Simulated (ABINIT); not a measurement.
# BN (P6_3mc) in ABINIT: reference runs

How does BN come out in PBE? The cell is run as given and disturbed.

Program: ABINIT 10.8.3 (patched build). These are calculated values, not measurements. Logs are shortened: lines on timing, memory, paths and dates and some standing lists are left out, and cuts for length are marked. The log counts tension as positive stress, the text compression.

## 1. Starting point

Symmetry: P6_3mc, No. 186, hexagonal system. The conventional cell has a = 2.554 Å, b = 2.554 Å, c = 4.227 Å, α = 90.00°, β = 90.00°, γ = 120.00°. N (site symmetry 3m) has 4 B at 1.57 to 1.58 Å as nearest neighbours. B (site symmetry 3m) is surrounded by 4 N at 1.57 to 1.58 Å.

Measurements of this composition are mostly on another form, of space group No. 194.

## 2. Single point, PBE

Contents of run.abi:

```
pp_dirpath "./"
pseudos "N.GGA_PBE-JTH.xml, B.GGA_PBE-JTH.xml"

structure "poscar:POSCAR"
natom 4

ecut 26.0
pawecutdg 48.0

kptopt 1
ngkpt 12 12 6
nshiftk 1
shiftk 0.0 0.0 0.0

ixc 11

nband 12
occopt 3
tsmear 0.05 eV

nstep 100
tolvrs 1.0e-9

iomode 3
prtwf 0
prtden 0
prteig 0
prtebands 0
enunit 1
```

Contents of POSCAR:

```
BN
1.0
    2.5539396017      0.0000000000      0.0000000000
   -1.2769698009      2.2117765748      0.0000000000
    0.0000000000      0.0000000000      4.2268550000
N B
2 2
Direct
    0.3333333333      0.6666666667      0.1252760000  N
    0.6666666667      0.3333333333      0.6252760000  N
    0.3333333333      0.6666666667      0.4997240000  B
    0.6666666667      0.3333333333      0.9997240000  B
```

Potentials or basis: JTH PAW PBE v2.0.

Run with:

```
$ abinit run.abi > log 2>&1
```

run.abo:

```text
.Version 10.8.3 of ABINIT
 Symmetries : space group P6_3 m c (#186); Bravais hP (primitive hexag.)
================================================================================
 Values of the parameters that define the memory need of the present run
     intxc =       0    ionmov =       0      iscf =      17    lmnmax =       8
     lnmax =       4     mgfft =      40  mpssoang =       2    mqgrid =    3001
     natom =       4  nloc_mem =       2    nspden =       1   nspinor =       1
    nsppol =       1      nsym =      12    n1xccc =       1    ntypat =       2
    occopt =       3   xclevel =       2
       mpw =        1041          nfft =       23040          nkpt =          76
 PAW method is used; the additional fine FFT grid is defined by:
   mgfftf=        50    nfftf =     51200
================================================================================
================================================================================

--------------------------------------------------------------------------------
------------- Echo of variables that govern the present computation ------------
--------------------------------------------------------------------------------
 -outvars: echo values of preprocessed input variables --------
            acell      1.0000000000E+00  1.0000000000E+00  1.0000000000E+00 Bohr
              amu      1.40067400E+01  1.08110000E+01
             ecut      2.60000000E+01 Hartree
           enunit           1
                       outvar_i_n : Printing only first  50 k-points.
              ixc          11
                       outvar_i_n : Printing only first  50 k-points.
         kptrlatt       12    0    0      0   12    0      0    0    6
          kptrlen      4.79255899E+01
            natom           4
            nband          12
            ngfft          24      24      40
          ngfftdg          32      32      50
             nkpt          76
            nstep         100
             nsym          12
           ntypat           2
                       prtocc : prtvol=0, do not print more k-points.
           occopt           3
        pawecutdg      4.80000000E+01 Hartree
         pawxcdev           0
           prtden           0
        prtebands           0
           prteig           0
            prtwf           0
            rprim      4.8262463893E+00  0.0000000000E+00  0.0000000000E+00
                      -2.4131231948E+00  4.1796519781E+00  0.0000000000E+00
                       0.0000000000E+00  0.0000000000E+00  7.9875983239E+00
          spgroup         186
           tolvrs      1.00000000E-09
           tsmear      1.83746611E-03 Hartree
            typat      1  1  2  2
           useylm           1
                       outvars : Printing only first  50 k-points.
           xangst     -3.3333757849E-11  1.4745177165E+00  5.2952348698E-01
                       1.2769698008E+00  7.3725885827E-01  2.6429509870E+00
[... 159 lines left out ...]
    3      0.00000000000000     0.00000000000000     0.00029612584722
    4     -0.00000000000000     0.00000000000000     0.00029612584722
 frms,max,avg= 1.7096834E-04 2.9612585E-04   0.000E+00  0.000E+00 -5.832E-06 h/b

 cartesian forces (eV/Angstrom) at end:
    1     -0.00000000000000    -0.00000000000000    -0.01522740330741
    2     -0.00000000000000     0.00000000000000    -0.01522740330741
    3      0.00000000000000     0.00000000000000     0.01522740330741
    4     -0.00000000000000     0.00000000000000     0.01522740330741
 frms,max,avg= 8.7915454E-03 1.5227403E-02   0.000E+00  0.000E+00 -2.999E-04 e/A
 length scales=  1.000000000000  1.000000000000  1.000000000000 bohr
              =  0.529177210544  0.529177210544  0.529177210544 angstroms
 Fermi (or HOMO) energy (eV) =  10.14285   Average Vxc (eV)= -12.75099
 Eigenvalues (   eV  ) for nkpt=  76  k points:
 kpt#   1, nband= 12, wtk=  0.00116, kpt=  0.0000  0.0000  0.0000 (reduced coord)
 -11.60480   -7.50381   -2.14024    6.59385    6.59385    8.42056    8.69608    8.69608
  17.01340   17.01340   17.20881   18.09333
 prteigrs : prtvol=0 or 1, do not print more k-points.

--- !EnergyTerms
iteration_state     : {dtset: 1, }
comment             : Components of total free energy in Hartree
kinetic             :  1.58557947994674E+01
hartree             :  3.67260596592875E+00
xc                  : -7.81611632108992E+00
Ewald energy        : -2.62144470556267E+01
psp_core            :  1.44750279304113E+00
local_psp           : -1.56706719041331E+01
PAW spherical_terms :  2.77060684453665E+00
internal            : -2.59547248778758E+01
'-kT*entropy'       :  1.20853096446169E-15
total_energy        : -2.59547248778758E+01
total_energy_eV     : -7.06264043560049E+02
...

--- !EnergyTermsDC
iteration_state     : {dtset: 1, }
comment             : '"Double-counting" decomposition of free energy'
band_energy         :  4.17223019963993E-01
Ewald energy        : -2.62144470556267E+01
psp_core            :  1.44750279304113E+00
xc_dc               : -2.07867749544346E+00
PAW spherical_terms :  4.73676300961866E-01
internal            : -2.59547224371032E+01
'-kT*entropy'       :  1.20853096446169E-15
total_energy_dc     : -2.59547224371032E+01
total_energy_dc_eV  : -7.06263977143244E+02
...

--- !EnergyTermsWithPAWCore
iteration_state     : {dtset: 1, }
comment             : 'Components of total free energy, including PAW core contributions'
Total energy        : -1.59392232717177E+02
Total energy DC     : -1.59392230276404E+02
Total energy (eV)   : -4.33728360907638E+03
Total energy DC (eV): -4.33728354265958E+03
...

 Cartesian components of stress tensor (hartree/bohr^3)
  sigma(1 1)= -4.68211219E-06  sigma(3 2)=  0.00000000E+00
  sigma(2 2)= -4.68211216E-06  sigma(3 1)=  0.00000000E+00
  sigma(3 3)=  2.09011917E-05  sigma(2 1)=  2.02980354E-13

-Cartesian components of stress tensor (GPa)         [Pressure= -1.1314E-01 GPa]
- sigma(1 1)= -1.37752497E-01  sigma(3 2)=  0.00000000E+00
- sigma(2 2)= -1.37752496E-01  sigma(3 1)=  0.00000000E+00
- sigma(3 3)=  6.14934290E-01  sigma(2 1)=  5.97188820E-09

== END DATASET(S) ==============================================================
================================================================================

 -outvars: echo values of variables after computation  --------
            acell      1.0000000000E+00  1.0000000000E+00  1.0000000000E+00 Bohr
           etotal     -2.5954722437E+01
            fcart     -2.2316682622E-28 -1.4817224127E-27 -2.9612584722E-04
                      -0.0000000000E+00  1.9326814079E-28 -2.9612584722E-04
                       2.2316682622E-28  9.6634070395E-28  2.9612584722E-04
                      -0.0000000000E+00  3.2211356798E-28  2.9612584722E-04
            rprim      4.8262463893E+00  0.0000000000E+00  0.0000000000E+00
                      -2.4131231948E+00  4.1796519781E+00  0.0000000000E+00
                       0.0000000000E+00  0.0000000000E+00  7.9875983239E+00
           strten     -4.6821121917E-06 -4.6821121648E-06  2.0901191695E-05
                       0.0000000000E+00  0.0000000000E+00  2.0298035425E-13
           xangst     -3.3333757849E-11  1.4745177165E+00  5.2952348698E-01
                       1.2769698008E+00  7.3725885827E-01  2.6429509870E+00
                      -3.3333757849E-11  1.4745177165E+00  2.1122608880E+00
                       1.2769698008E+00  7.3725885827E-01  4.2256883880E+00
             xred      3.3333333333E-01  6.6666666667E-01  1.2527600000E-01
                       6.6666666667E-01  3.3333333333E-01  6.2527600000E-01
                       3.3333333333E-01  6.6666666667E-01  4.9972400000E-01
                       6.6666666667E-01  3.3333333333E-01  9.9972400000E-01
 Calculation completed.
```

Wall time 77 s (1 thread of Intel Xeon at 2.50GHz (Skylake/Cascade Lake), shared host); peak memory 0.12 GiB.

What came out:

| Quantity | Value |
| --- | --- |
| Free energy | -706.2640 eV |
| Pressure | -0.1 GPa |
| Largest force | 0.015 eV/Å |
| Band gap on the k mesh | 5.19 eV, indirect (least direct gap 8.22 eV) |
| Valence electrons inside the program's atomic spheres | N 2.68; B 2.06 |

Forces on the atoms (eV/Å):
```
N    0.000  0.000 -0.015
N    0.000  0.000 -0.015
B    0.000  0.000  0.015
B    0.000  0.000  0.015
```

Stress tensor (GPa, compression positive):
```
 0.14  0.00  0.00
 0.00  0.14  0.00
 0.00  0.00 -0.61
```

A k mesh can miss the band edges. PBE gaps usually lie below the measured ones, often by a third to a half.

## 3. Single point, PBE (atoms moved at random, drawn with an rms of 0.05 Å)

Contents of run.abi:

```
# Pseudopotentials
pp_dirpath "./"
pseudos "N.GGA_PBE-JTH.xml, B.GGA_PBE-JTH.xml"

# Structure
acell 3*1.0
rprim
     4.8262463860     0.0000000000     0.0000000000
    -2.4131231931     4.1796519752     0.0000000000
     0.0000000000     0.0000000000     7.9875983185
ntypat 2
znucl 7 5
natom 4
typat 1 1 2 2
xred
     0.3334880000     0.6536870000     0.1223270000
     0.6682570000     0.3213090000     0.6214650000
     0.3232690000     0.6717890000     0.4884910000
     0.6967360000     0.3469010000     0.9952160000
chkprim 0
chksymtnons 0
tolsym 1.0e-6

# Plane-wave basis
ecut 26.0
pawecutdg 48.0

# k points
kptopt 1
ngkpt 12 12 6
nshiftk 1
shiftk 0.0 0.0 0.0

# Exchange and correlation
ixc 11

# Bands and occupations
nband 12
occopt 3
tsmear 0.05 eV

# SCF cycle
nstep 100
tolvrs 1.0e-9

# Output
iomode 3
prtwf 0
prteig 0
prtebands 0
enunit 1
prtden 1
prtvha 1
prtvclmb 1
prtpot 1
```

Potentials or basis: JTH PAW PBE v2.0.

Run with:

```
$ abinit run.abi > log 2>&1
```

Run time: 6.5 min. Hardware: 1 thread of Intel Xeon at 2.50GHz (Skylake/Cascade Lake), shared host; peak memory 0.24 GiB.

The run converged. Its results:

```
Free energy            : -706.1377 eV
Pressure               : 1.2 GPa
Largest force          : 1.825 eV/Å
Band gap on the k mesh : 4.46 eV, indirect (least direct gap 7.36 eV)
```

Forces in eV/Å, atoms in the order of the input:
```
N    0.738  1.247 -0.357
N   -0.601  0.928 -0.348
B    1.049 -0.829  1.043
B   -1.186 -1.346 -0.337
```

Stress tensor (GPa, compression positive):
```
2.12 1.11 0.76
1.11 1.26 1.22
0.76 1.22 0.33
```

Levels at points of the mesh, in eV from the valence-band top:
| k point | band 5 | band 6 | band 7 | band 8 | band 9 | band 10 | band 11 | band 12 |
| --- | --- | --- | --- | --- | --- | --- | --- | --- |
| (0.00, 0.00, 0.00) | -2.25 | -1.03 | -0.60 | 0.00 | 7.36 | 7.90 | 8.22 | 9.09 |
| (0.50, 0.00, 0.00) | -7.38 | -5.23 | -5.15 | -2.24 | 6.21 | 7.39 | 9.71 | 11.06 |
| (0.00, 0.50, 0.00) | -7.43 | -5.47 | -4.91 | -2.45 | 6.00 | 7.27 | 10.00 | 10.73 |
| (0.50, 0.50, 0.00) | -7.46 | -5.48 | -4.86 | -2.57 | 5.98 | 7.15 | 9.79 | 10.84 |
| (0.00, 0.00, 0.50) | -2.28 | -1.91 | -1.21 | -0.95 | 8.32 | 8.47 | 9.01 | 9.28 |
| (0.50, 0.00, 0.50) | -4.44 | -4.26 | -3.89 | -3.68 | 5.96 | 6.02 | 9.49 | 9.81 |
| (0.00, 0.50, 0.50) | -4.58 | -4.30 | -4.00 | -3.73 | 5.85 | 6.16 | 9.19 | 9.76 |
| (0.50, 0.50, 0.50) | -4.56 | -4.32 | -4.08 | -3.78 | 5.91 | 6.13 | 9.12 | 9.56 |

Caveat: the atomic spheres overlap. A k mesh can miss the band edges.
